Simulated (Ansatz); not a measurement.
Crystal: I.

```
I
1.0
     0.00000    2.36560    3.90984
     2.19225    0.00000    3.90984
     2.19225    2.36560    0.00000
I
1
Cartesian
  0.0000 0.0000 0.0000
```

Base run:

```yaml
Program: Ansatz 0.2.0
Functional: r2SCAN
Potentials_or_basis: Ansatz PAW
Cutoff: "500 eV (not typed: the program's choice for these potentials)"
k_mesh: 9 × 9 × 9
Occupations: fermi-dirac, width 0.05 eV
Spin: no spin polarisation
```

Its results: band gap on the k mesh none (metal or under the smearing width); pressure 0.0 GPa.

Q: The run is repeated on the same cell with these changes: functional from r2SCAN to PBEsol; cutoff from 500 eV (not typed: the program's choice for these potentials) to 420 eV (not typed: the program's choice for these potentials); spin from no spin polarisation to spin-orbit coupling, no magnetisation; potential files from those of the base run to others of the same set. What comes out?

A: Band gap on the k mesh none (metal or under the smearing width); pressure -0.9 GPa.

Several settings changed at once, so the effect can't be laid on one alone.

Caveats: the PAW data sets come from PBE, with cores solved anew for the run's functional, which leaves a small shift of forces and pressure; spin-orbit coupling is left out, which moves the levels of the heavy elements (some runs); an odd number of electrons without spin polarisation forces a metal (some runs); a magnetic or distorted state may lie lower (some runs).
